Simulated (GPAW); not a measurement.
## Quasiparticle gap of KF (Carobbiite) in GPAW

Aim: the G0W0 gap of KF (Carobbiite) on PBE, step by step.

Main program and level: GPAW 26.7.0; PBE and many-body steps on it, plane waves.

Report form: the programs' logs are mostly left out.

**1. The structure**

Symmetry: Fm-3m, No. 225, cubic system. The conventional cell has a = 5.344 Å, b = 5.344 Å, c = 5.344 Å, α = 90.00°, β = 90.00°, γ = 90.00°. K has 6 F at 2.67 Å nearest. Nearest to F lie 6 K at 2.67 Å. Farther neighbours and most contacts between anions are not listed.

The cell and positions come from the Crystallography Open Database and are kept as given unless a step says otherwise.

**2. Ground state**

This step: GPAW 26.7.0; DFT, PBE, plane waves, PAW.

The ground-state density comes first.

The input, run.py:

```python
import json
import numpy as np
from gpaw.mpi import world
from ase import Atoms
from gpaw import GPAW, PW, FermiDirac

atoms = Atoms(['K', 'F'],
    cell=[[0.0000000000, 2.6718500000, 2.6718500000],
      [2.6718500000, 0.0000000000, 2.6718500000],
      [2.6718500000, 2.6718500000, 0.0000000000]],
    scaled_positions=[[0.0000000000, 0.0000000000, 0.0000000000],
      [0.5000000000, 0.5000000000, 0.5000000000]],
    pbc=(True, True, True))
calc = GPAW(mode=PW(600),
    xc='PBE',
    kpts={'size': (8, 8, 8), 'gamma': True},
    occupations=FermiDirac(0.001),
    nbands=-7,
    convergence={'density': 1e-6, 'bands': -3},
    maxiter=100,
    txt='gs.txt')
atoms.calc = calc
res = {'energy': atoms.get_potential_energy()}
kpts = calc.get_ibz_k_points()
res['kpts'] = kpts
res['eigenvalues'] = [calc.get_eigenvalues(kpt=k) for k in range(len(kpts))]
res['n_electrons'] = calc.get_number_of_electrons()
calc.write('gs.gpw')

if world.rank == 0:
    with open('result.json', 'w') as f:
        json.dump(res, f, default=lambda x: x.tolist())
```

Run with:

```bash
$ mpirun -n 4 gpaw python run.py
```

Run time: 9.6 s. Hardware: 4 MPI ranks of Intel Xeon Platinum 8259CL at 2.50GHz (Skylake/Cascade Lake), shared host; peak memory 0.66 GiB.

Numbers from this step:

```yaml
total_energy: -8.395 eV
gap: 6.182 eV
k_of_the_valence_top: 0, 0, 0
k_of_the_conduction_bottom: 0, 0, 0
least_direct_gap: 6.182 eV
```

The gap is direct, at Γ.

**3. Bands along the symmetry lines**

Levels along a band path, at the cheap level, show where the edges lie and whether the meshes to come will hold them.

The input, run.py:

```python
import json
import numpy as np
from gpaw.mpi import world
from gpaw import GPAW

path = [[0.000000, 0.000000, 0.000000],
    [0.062500, 0.000000, 0.062500],
    [0.125000, 0.000000, 0.125000],
    [0.187500, 0.000000, 0.187500],
    [0.250000, 0.000000, 0.250000],
    [0.312500, 0.000000, 0.312500],
    [0.375000, 0.000000, 0.375000],
    [0.437500, 0.000000, 0.437500],
    [0.500000, 0.000000, 0.500000],
    [0.515625, 0.031250, 0.515625],
    [0.531250, 0.062500, 0.531250],
    [0.546875, 0.093750, 0.546875],
    [0.562500, 0.125000, 0.562500],
    [0.578125, 0.156250, 0.578125],
    [0.593750, 0.187500, 0.593750],
    [0.609375, 0.218750, 0.609375],
    [0.625000, 0.250000, 0.625000],
    [0.375000, 0.375000, 0.750000],
    [0.328125, 0.328125, 0.656250],
    [0.281250, 0.281250, 0.562500],
    [0.234375, 0.234375, 0.468750],
    [0.187500, 0.187500, 0.375000],
    [0.140625, 0.140625, 0.281250],
    [0.093750, 0.093750, 0.187500],
    [0.046875, 0.046875, 0.093750],
    [0.000000, 0.000000, 0.000000],
    [0.062500, 0.062500, 0.062500],
    [0.125000, 0.125000, 0.125000],
    [0.187500, 0.187500, 0.187500],
    [0.250000, 0.250000, 0.250000],
    [0.312500, 0.312500, 0.312500],
    [0.375000, 0.375000, 0.375000],
    [0.437500, 0.437500, 0.437500],
    [0.500000, 0.500000, 0.500000],
    [0.500000, 0.468750, 0.531250],
    [0.500000, 0.437500, 0.562500],
    [0.500000, 0.406250, 0.593750],
    [0.500000, 0.375000, 0.625000],
    [0.500000, 0.343750, 0.656250],
    [0.500000, 0.312500, 0.687500],
    [0.500000, 0.281250, 0.718750],
    [0.500000, 0.250000, 0.750000],
    [0.500000, 0.218750, 0.718750],
    [0.500000, 0.187500, 0.687500],
    [0.500000, 0.156250, 0.656250],
    [0.500000, 0.125000, 0.625000],
    [0.500000, 0.093750, 0.593750],
    [0.500000, 0.062500, 0.562500],
    [0.500000, 0.031250, 0.531250],
    [0.500000, 0.000000, 0.500000]]
calc = GPAW('gs.gpw').fixed_density(kpts=path,
    symmetry='off',
    nbands=18,
    convergence={'bands': 14},
    txt='bands.txt')
res = {}
kpts = calc.get_ibz_k_points()
res['kpts'] = kpts
res['eigenvalues'] = [calc.get_eigenvalues(kpt=k) for k in range(len(kpts))]
res['n_electrons'] = calc.get_number_of_electrons()

if world.rank == 0:
    with open('result.json', 'w') as f:
        json.dump(res, f, default=lambda x: x.tolist())
```

Run with:

```bash
$ mpirun -n 4 gpaw python run.py
```

The job ended after 9.5 s (4 MPI ranks; peak memory 0.7 GiB).

Numbers from this step:

```
gap                        : 6.182 eV
k of the valence top       : 0, 0, 0
k of the conduction bottom : 0, 0, 0
least direct gap           : 6.182 eV
```

The gap is 6.182 eV, as in the run before at this level.

The electronic bands at the labelled points (eV, zero at the top of the highest filled band; v1 is the highest filled band, c1 the lowest empty one):

```csv
point,v4,v3,v2,v1,c1,c2,c3,c4
Γ,-9.38,0.00,0.00,0.00,6.18,10.66,10.66,10.66
halfway,-9.48,-0.49,-0.05,-0.05,7.98,9.17,12.07,12.07
X,-9.59,-0.21,-0.06,-0.06,8.22,10.30,11.80,13.44
halfway,-9.57,-0.21,-0.14,-0.10,8.43,10.52,11.40,13.45
U,-9.53,-0.34,-0.20,-0.19,8.96,10.71,11.04,13.45
jump to K,-9.53,-0.34,-0.20,-0.19,8.96,10.71,11.04,13.45
halfway,-9.39,-0.54,-0.27,-0.08,8.23,9.82,11.59,11.68
Γ,-9.38,0.00,0.00,0.00,6.18,10.66,10.66,10.66
halfway,-9.40,-0.44,-0.18,-0.18,7.69,10.08,11.36,11.36
L,-9.42,-0.79,-0.34,-0.34,9.08,10.59,12.00,12.00
halfway,-9.45,-0.57,-0.28,-0.26,9.41,10.08,11.63,12.62
W,-9.47,-0.40,-0.17,-0.17,9.73,9.73,11.16,13.31
halfway,-9.53,-0.23,-0.21,-0.10,8.64,10.69,11.03,13.43
X,-9.59,-0.21,-0.06,-0.06,8.22,10.30,11.80,13.44
```

**4. Empty states on the mesh, 6×6×6 mesh, 255 bands**

The sums over transitions need many empty states on a uniform mesh; this step solves for them.

The input, run.py:

```python
import json
import numpy as np
from gpaw.mpi import world
from gpaw import GPAW

calc = GPAW('gs.gpw').fixed_density(kpts={'size': (6, 6, 6), 'gamma': True},
    parallel={'domain': 1, 'band': 1},
    txt='nscf.txt')
calc.diagonalize_full_hamiltonian(nbands=255)
calc.write('full.gpw', mode='all')
res = {}
kpts = calc.get_ibz_k_points()
res['kpts'] = kpts
res['eigenvalues'] = [calc.get_eigenvalues(kpt=k) for k in range(len(kpts))]
res['n_electrons'] = calc.get_number_of_electrons()

if world.rank == 0:
    with open('result.json', 'w') as f:
        json.dump(res, f, default=lambda x: x.tolist())
```

Run with:

```bash
$ mpirun -n 4 gpaw python run.py
```

Run time: 16 s. Hardware: 4 MPI ranks; peak memory 1.3 GiB; 61 s of CPU time.

Numbers from this step:

```yaml
gap: 6.182 eV
k_of_the_valence_top: 0, 0, 0
k_of_the_conduction_bottom: 0, 0, 0
least_direct_gap: 6.182 eV
k_points_computed: 16
lowest_point_of_the_top_converged_band_above_the_valence_top: 186.6294 eV
```

On this mesh the gap is 6.182 eV.

**5. Screening and self-energy, 6×6×6 mesh, 113 bands, screening to 120 eV**

G0W0 replaces the xc potential by the self-energy, built once from these orbitals. Only a window of levels is corrected, while the sums run over the empty bands that the input names.

This step: G0W0 on PBE, plane waves, PAW.

The input, run.py:

```python
import json
import numpy as np
from gpaw.mpi import world
from gpaw.response.g0w0 import G0W0

gw = G0W0('full.gpw',
    filename='gw',
    kpts=[0],
    bands=(6, 10),
    ecut=120,
    nbands=113,
    integrate_gamma='WS',
    ppa=True)
gw.calculate()
res = {mode: {k: v for k, v in r.items() if k != 'sigma_eskwn'}
       for mode, r in gw.all_results.items()}

if world.rank == 0:
    with open('result.json', 'w') as f:
        json.dump(res, f, default=lambda x: x.tolist())
```

Run with:

```bash
$ mpirun -n 4 gpaw python run.py
```

It took 2.4 min on 4 MPI ranks; peak memory 1.5 GiB; 9.5 min of CPU time.

Numbers from this step:

- G0W0 gap on the points computed: 9.552 eV
- least direct G0W0 gap on the computed points: 9.552 eV
- Z at the valence top: 0.8083
- Z at the conduction bottom: 0.9006
- starting gap on the mesh: 6.182 eV
- k of the valence top: 0, 0, 0
- k of the conduction bottom: 0, 0, 0

The gap on the mesh goes from 6.18 eV to 9.55 eV, a correction of +3.37 eV.

Limits: finite bands, cutoff and mesh. v1 is the top filled band, c1 the lowest empty one. The levels before and after the correction (eV, zero at the valence-band top of each column):

```csv
,conduction bottom,valence top
Kohn-Sham,6.18,0.00
G0W0,9.55,0.00
```

|  | level | energy (eV) |
| --- | --- | --- |
| Kohn-Sham | Γ v2-v1 | 0.000 |
| Kohn-Sham | Γ c1 | 6.182 |
| Kohn-Sham | Γ c2 | 10.655 |
| G0W0 | Γ v2-v1 | 0.000 |
| G0W0 | Γ c1 | 9.552 |
| G0W0 | Γ c2 | 15.563 |

**6. Where the time went**

Times are wall times on 4 MPI ranks of Intel Xeon Platinum 8259CL at 2.50GHz (Skylake/Cascade Lake), shared host, good to a factor of about two.

```
                          step     time  share  memory (GiB)
                  ground state    9.6 s    5 %          0.66
bands along the symmetry lines    9.5 s    5 %           0.7
      empty states on the mesh     16 s    9 %           1.3
     screening and self-energy  2.4 min   81 %           1.5
```

**7. What came out**

| Property | Result |
| --- | --- |
| PBE gap | 6.18 eV, direct |
| G0W0 gap on the mesh | 9.55 eV |
| GW settings | 6×6×6 mesh, 113 bands, screening to 120 eV, Godby-Needs plasmon pole |
| known limits | not at the basis limit |

In words: G0W0 moves the gap on the mesh from 6.18 eV to 9.55 eV (+3.37 eV), with Z of 0.81 and 0.90 at the edges. Only 1 of the mesh's irreducible points was corrected, so a valley elsewhere could overtake. The dearest step here is «screening and self-energy». Bands and cutoff are finite, so the gap is not at the basis limit. The miss can reach some tenths of an eV and take either sign; the mesh is an error of its own. These stock PAW sets were not made for GW. In the G0W0 run levels were corrected at 1 k point alone, so a gap called «on the mesh» is the least over those, and an edge elsewhere would be missed.

[Paths, hosts, dates, memory and timing lines, banners, echoed tables and standing remarks are left out of the program output.]

[Logs are printed without paths, hosts, clocks, repeated set-up lines and the standing remarks that a program may print on its own settings, such as how far it seeks lower states.]

[Runs of the session that timed out or met a known fault of the program may be left out.]

[Hosts, paths, dates, database ids (printed as entryN), source tags and the programs' standing remarks are cut or masked in the printed files.]
